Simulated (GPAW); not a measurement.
SiC:

```xyz
8
Lattice="3.0757 0.0000 0.0000 -1.5378 2.6636 0.0000 0.0000 0.0000 10.0706" Properties=species:S:1:pos:R:3 pbc="T T T"
Si    0.0000    0.0000    1.8922
Si    0.0000    0.0000    6.9275
Si    0.0000    1.7758    4.4094
Si    1.5378    0.8879    9.4447
C     0.0000    0.0000    0.0046
C     0.0000    0.0000    5.0400
C     0.0000    1.7758    2.5157
C     1.5378    0.8879    7.5510
```

The cell is a database's computed one.

Base run:

```yaml
Program: GPAW 26.7.0
Functional: C09-vdW
Potentials_or_basis: GPAW PAW data sets (gpaw-data 1.2.1)
Cutoff: 800 eV
Basis: pw
k_mesh: 6 × 6 × 2
Occupations: fermi-dirac, width 0.05 eV
Spin: no spin polarisation
```

Its results: band gap on the k mesh 2.19 eV, indirect (least direct gap 3.31 eV); largest force 0.009 eV/Å.

**Question.** After a change of settings the same cell gave: band gap on the k mesh 2.39 eV, indirect (least direct gap 3.50 eV); largest force 0.016 eV/Å. Which change was it?
A. functional from C09-vdW to TPSS
B. functional from C09-vdW to TASK
C. functional from C09-vdW to PBE; k mesh from 6 × 6 × 2 to 10 × 10 × 3
D. functional from C09-vdW to optB88-vdW

**Answer.** D.

Caveats: the PAW data sets were made with another functional, which shifts forces and pressure a little; with rounded positions the older calculator's symmetry can spoil forces and stress (some runs).

Not every run made on this cell is shown here.
